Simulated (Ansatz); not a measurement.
## Compressing NiO: a fit and a missing row

NiO, Fm-3m, a = 4.216 Å. Ansatz: PBE, PAW, 420 eV, Γ-centred 18×18×18 mesh on 2 atoms, Gaussian smearing 0.10 eV; collinear spin, largest moment 1.5 μB. Symmetry fixes shape and atoms, so the cell is only scaled; pressure is positive in compression.

```tsv
V (Å³/atom)	P (GPa)
8.807	?
9.089	5.35
9.370	0.01
9.651	-4.65
9.932	-8.77
```

Take V0 = 9.370 Å³/atom, count pressures from its P0 = 0.01 GPa, fit the third-order Birch–Murnaghan form to the other rows, and predict the missing pressure.

With the Eulerian strain f = ½[(V0/V)^(2/3) − 1] and y = (P − P0)/[3f(1 + 2f)^(5/2)], the form is the line y = B0 + 1.5 B0 (B0′ − 4) f. Rows (f, y): 0.01025, 165.1; -0.00975, 167.4; -0.01904, 169.4. Means f = -0.006180, y = 167.30; Σ(Δf)² = 0.0004481, ΣΔfΔy = -0.06351; the slope is their ratio. y = 166.4 − 141.7 f GPa, so B0 = 166.4 GPa and B0′ = 4 + 2 × (-141.7)/(3 × 166.4) = 3.43. At V = 8.807, f = 0.02109, y = 163.41 and P = 11.47 GPa. The run gave 11.60 GPa, so the fit is 0.13 GPa too low, a small miss on the scale of the series. The form still works here, 33 % of the fitted range beyond its end.

The cell holds one magnetic atom, so it can only be ferromagnetic; an antiferromagnetic order may lie lower.